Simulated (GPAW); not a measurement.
Runs of GPAW 26.7.0 on SnO2 (Cassiterite). Symmetry: P4_2/mnm, No. 136, tetragonal system. Conventional cell: a = 4.738 Å, b = 4.738 Å, c = 3.187 Å, α = 90.00°, β = 90.00°, γ = 90.00°. Around Sn (site symmetry mmm) lie 6 O at 2.05 to 2.06 Å. O (site symmetry m2m) has 3 Sn at 2.05 to 2.06 Å as nearest neighbours. 

```tsv
task	level	potentials or basis	spin	cell	k mesh	band path	band points	spin axis theta (degrees)	spin axis phi (degrees)	optimizer	gap on the mesh (eV)	pressure (GPa)	relaxed volume (Å³/atom)	largest force (eV/Å)
band structure	r4SCAN	GPAW PAW data sets (gpaw-data 1.2.1), pw	SOC, no magnetisation	as given	4 × 4 × 5	GXMGZRAZ,XR,MA	80	90	0	-	(b)	1.5	-	(a)
relaxation of cell and atoms	revPBE+D4	the program's PAW data sets (release 1.2.1) made for this functional, pw	off	relaxed	4 × 4 × 5	-	-	-	-	BFGS	1.06	0.0	12.22	-
band structure	LDA	JTH PAW 2.0, LDA, pw	off	as given	4 × 4 × 5	GXMGZRAZ,XR,MA	60	-	-	-	1.13	-2.2	-	0.14
relaxation of cell and atoms	PBEsol	PAW data sets generated in the run's folder for this functional, pw	off	relaxed	4 × 4 × 5	-	-	-	-	LBFGS	1.02	0.0	12.09	0.04
single point	TB-mBJ	GPAW PAW data sets for LDA (gpaw-data 1.2.1), pw	off	as given	4 × 4 × 6	-	-	-	-	-	3.16	-	-	-
```

Alike in all rows: cutoff (eV) 800; smearing fermi-dirac 0.05 eV.

**Question.** Fill in the values left out.

**Answer.** (a) 0.06; (b) 1.93.

Caveats: spin-orbit coupling is left out, which moves the levels of the heavy elements (some runs); the PAW data sets were made with another functional, which shifts forces and pressure a little (some runs); later steps reuse the first step's grids (some runs); spin-orbit coupling was added after a scalar SCF, so levels and gaps hold it while energy, forces, pressure and moments don't (some runs); this program's spin-orbit splittings come out too wide for heavy elements (some runs); the program truncates these outside data sets (some runs); a model potential gives levels but no total energy (some runs).

A k mesh can miss the band edges, and rows without SOC leave out spin-orbit coupling on Sn.

Runs at the PBE level aren't shown here.
